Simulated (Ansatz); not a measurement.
# Au: the cost of one run

Computed with Ansatz 0.2.0 (DFT PBE, scalar-relativistic, plane waves, PAW, unless a step's input says otherwise).

1 further run of the same task is left out (set aside as unsound or not needed).

### Step 1. The structure to begin with

Symmetry: F-43m, No. 216, cubic system. Conventional cell: a = 5.960 Å, b = 5.960 Å, c = 5.960 Å, α = 90.00°, β = 90.00°, γ = 90.00°. Around In (site symmetry -43m) lie 4 P at 2.58 Å. Around P (site symmetry -43m) lie 4 In at 2.58 Å.

Coordinates:

```
CELL_PARAMETERS angstrom
0.00000 2.97989 2.97989
2.97989 0.00000 2.97989
2.97989 2.97989 0.00000
ATOMIC_POSITIONS crystal
In 0.00000 0.00000 0.00000
P 0.75000 0.75000 0.75000
```

It goes back to an entry of the Materials Project.

It is the result of an earlier relaxation at this level (volume 26.46 Å³/atom; gap on the mesh: 0.44 eV).

### Step 2. Au strained to the base's plane

The (100) plane of Au is fitted to the (100) plane of InP, a strain of +1.4 % along x and +1.4 % along y; the third vector and the atoms relax.

Input file input.yaml:

```yaml
crystal:
  lattice:
    - [4.2142065355, 0.0, 0.0]
    - [0.0, 4.2142065355, 0.0]
    - [-2.1071032677, 0.0, 2.0456580159]
  atoms:
    - { symbol: Au, position: [0.0, 0.0, 0.0] }
    - { symbol: Au, position: [0.5, 0.5, 0.0] }
basis:
  ecutwfc: 420
kpoints:
  mp_grid: { grid: [8, 8, 17] }
hamiltonian:
  xc: pbe
scf:
  occupations: { method: gaussian, width: 0.1 }
output:
  forces: true
  stress: true
  eigenvalues: true
relax:
  adjacent_minimum: "off"
  f_tol: 0.01
  max_steps: 50
  cell: { fix: [a, b, gamma], stress_tol: 0.1 }
```

Command:

```sh
> ansatz run input.yaml --threads 4 --pin off --max-ram 8192MiB --backend cpu --events-out ev --progress --plain --runs-dir out
```

Q: Estimate wall time and peak memory on 4 threads of Intel Xeon 6975P-C (Granite Rapids), shared host.

About 12 s, with a peak of 0.56 GiB.
